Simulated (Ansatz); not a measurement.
## Response of CdSe to small distortions

```
Cd Se
1.0
     0.00000    3.07027    3.07027
     3.07027    0.00000    3.07027
     3.07027    3.07027    0.00000
Cd Se
1 1
Direct
  0.00000 0.00000 0.00000
  0.25000 0.25000 0.25000
```

Atoms are numbered in the order listed.

Structure from Materials Project entry mp-2691 (possibly hypothetical), not relaxed further.

All numbers below come from DFT, PBE, all-electron PAW with datasets made for the crystal, scalar-relativistic in Ansatz 0.2.0.

Sampling and basis: a Γ-centred 8×8×8 k mesh, Fermi–Dirac smearing of 0.03 eV, cutoff 240 eV (chosen by the program for this cell), no spin polarisation.

The unchanged cell is at 1.30 GPa, so energy changes include a term −P ΔV where the volume moves.

Semilocal functionals give too small gaps.

x, y and z are the Cartesian axes of the cell as listed; fractional coordinates follow a strain, and an engineering shear is twice the off-diagonal strain component.

Vzz stands for the principal value of largest size of the field-gradient tensor, whatever its axis.

Spin–orbit coupling is left out, which moves gradients at and beside heavy atoms by some per cent and at worst by a factor of two.

**Question.** One change gave: energy change +1 meV/atom; stress change (xx, yy, zz, yz, xz, xy) 0.02, 0.02, 0.02, 0.43, 0.43, 0.43 GPa, compression positive; change of the force on Cd1 (-0.062, -0.062, -0.062) eV/Å; Vzz in 10²¹ V/m²: Cd1 0 → -0.97 (η = 0.00), Se2 0 → -0.41 (η = 0.00); gap on the k mesh 0.55 → 0.53 eV. Which change was it?
A. equal xy, yz and zx engineering shear strains of -2 %
B. equal xy, yz and zx engineering shear strains of -1 %
C. atom 1 (Cd) moved by (0.0500, 0.0000, 0.0000) Å
D. z strained by +3 % at fixed volume
E. x and y strained by -2 %, z held
F. equal xy, yz and zx engineering shear strains of +2 %
G. equal xy, yz and zx engineering shear strains of -3 %
H. equal xy, yz and zx engineering shear strains of +3 %
I. equal xy, yz and zx engineering shear strains of +1 %

**Answer.** B. For x and y strained by -2 %, z held: energy change +17 meV/atom; stress change (xx, yy, zz, yz, xz, xy) 2.34, 2.34, 2.04, 0.00, 0.00, 0.00 GPa, compression positive; Vzz in 10²¹ V/m²: Cd1 0 → -0.64 (η = 0.00), Se2 0 → 0.84 (η = 0.00); gap on the k mesh 0.55 → 0.61 eV. For z strained by +3 % at fixed volume: energy change +2 meV/atom; stress change (xx, yy, zz, yz, xz, xy) 0.22, 0.22, -0.58, 0.00, 0.00, 0.00 GPa, compression positive; Vzz in 10²¹ V/m²: Cd1 0 → -1.35 (η = 0.00), Se2 0 → 1.88 (η = 0.00); gap on the k mesh 0.55 → 0.50 eV. For atom 1 (Cd) moved by (0.0500, 0.0000, 0.0000) Å: energy change +3 meV/atom; stress change (xx, yy, zz, yz, xz, xy) 0.01, 0.07, 0.07, 0.81, 0.00, 0.00 GPa, compression positive; change of the force on Cd1 (-0.225, 0.000, 0.000) eV/Å; Vzz in 10²¹ V/m²: Cd1 0 → -1.86 (η = 0.92), Se2 0 → 1.24 (η = 0.99); gap on the k mesh 0.55 → 0.53 eV. For equal xy, yz and zx engineering shear strains of -3 %: energy change +11 meV/atom; stress change (xx, yy, zz, yz, xz, xy) 0.22, 0.22, 0.22, 1.38, 1.38, 1.38 GPa, compression positive; change of the force on Se2 (0.210, 0.210, 0.210) eV/Å; Vzz in 10²¹ V/m²: Cd1 0 → -2.92 (η = 0.00), Se2 0 → -1.18 (η = 0.00); gap on the k mesh 0.55 → 0.52 eV. For equal xy, yz and zx engineering shear strains of +2 %: energy change +4 meV/atom; stress change (xx, yy, zz, yz, xz, xy) 0.09, 0.09, 0.09, -0.80, -0.80, -0.80 GPa, compression positive; change of the force on Cd1 (0.105, 0.105, 0.105) eV/Å; Vzz in 10²¹ V/m²: Cd1 0 → 1.93 (η = 0.00), Se2 0 → 0.86 (η = 0.00); gap on the k mesh 0.55 → 0.53 eV. For equal xy, yz and zx engineering shear strains of -2 %: energy change +5 meV/atom; stress change (xx, yy, zz, yz, xz, xy) 0.10, 0.10, 0.10, 0.89, 0.89, 0.89 GPa, compression positive; change of the force on Cd1 (-0.132, -0.132, -0.132) eV/Å; Vzz in 10²¹ V/m²: Cd1 0 → -1.94 (η = 0.00), Se2 0 → -0.80 (η = 0.00); gap on the k mesh 0.55 → 0.52 eV. For equal xy, yz and zx engineering shear strains of +1 %: energy change +1 meV/atom; stress change (xx, yy, zz, yz, xz, xy) 0.02, 0.02, 0.02, -0.41, -0.41, -0.41 GPa, compression positive; change of the force on Cd1 (0.055, 0.055, 0.055) eV/Å; Vzz in 10²¹ V/m²: Cd1 0 → 0.97 (η = 0.00), Se2 0 → 0.42 (η = 0.00); gap on the k mesh 0.55 → 0.54 eV. For equal xy, yz and zx engineering shear strains of +3 %: energy change +10 meV/atom; stress change (xx, yy, zz, yz, xz, xy) 0.20, 0.20, 0.20, -1.17, -1.17, -1.17 GPa, compression positive; change of the force on Cd1 (0.149, 0.149, 0.149) eV/Å; Vzz in 10²¹ V/m²: Cd1 0 → 2.89 (η = 0.00), Se2 0 → 1.31 (η = 0.00); gap on the k mesh 0.55 → 0.52 eV.

**Question.** What force constant does this one finite step give for Cd1 along its displacement (all its periodic images move with it)?

**Answer.** k = −ΔF·u/|u|² = 4.50 eV/Å², so the force pulls the atom back.
